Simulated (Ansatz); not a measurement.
# HfN (P6_3/mmc) in Ansatz: equation of state

Aim: energy against volume of HfN in PBEsol, for its equilibrium volume and stiffness.

All numbers are computed with Ansatz 0.2.0; they aren't measurements. Logs are shortened: lines on timing, memory, paths and dates and some standing lists are left out, and cuts for length are marked.

### Step 1. The structure

The structure is hexagonal, space group P6_3/mmc (No. 194). The conventional cell has a = 3.134 Å, b = 3.134 Å, c = 5.417 Å, α = 90.00°, β = 90.00°, γ = 120.00°. Hf (site symmetry -6m2) is surrounded by 6 N at 2.26 Å. N (site symmetry -3m) is surrounded by 6 Hf at 2.26 Å.

The cell comes from a database or a generator and needn't be the stable form of this composition.

### Step 2. Equation of state, PBEsol

Potentials or basis: all-electron LAPW, scalar-relativistic.

No new run: the results of the series are fitted here.

What came out:

```yaml
Equilibrium_volume: 11.42 Å³/atom
Bulk_modulus_at_fixed_shape_and_positions: 278 GPa
Pressure_derivative_of_the_bulk_modulus: 4.2
```

Energy against volume, from the lowest point:
| volume (Å³/atom) | energy (meV/atom) |
| --- | --- |
| 10.827 | 28.17 |
| 11.057 | 9.58 |
| 11.288 | 0.51 |
| 11.518 | 0.00 |
| 11.749 | 7.21 |
| 11.979 | 21.35 |
| 12.209 | 41.74 |

Caveat: the cell was scaled at fixed shape and fractional positions, which overstates the stiffness of a crystal with free parameters, most of all of layers and chains. The run has no spin-orbit coupling, so splittings on Hf are missing.
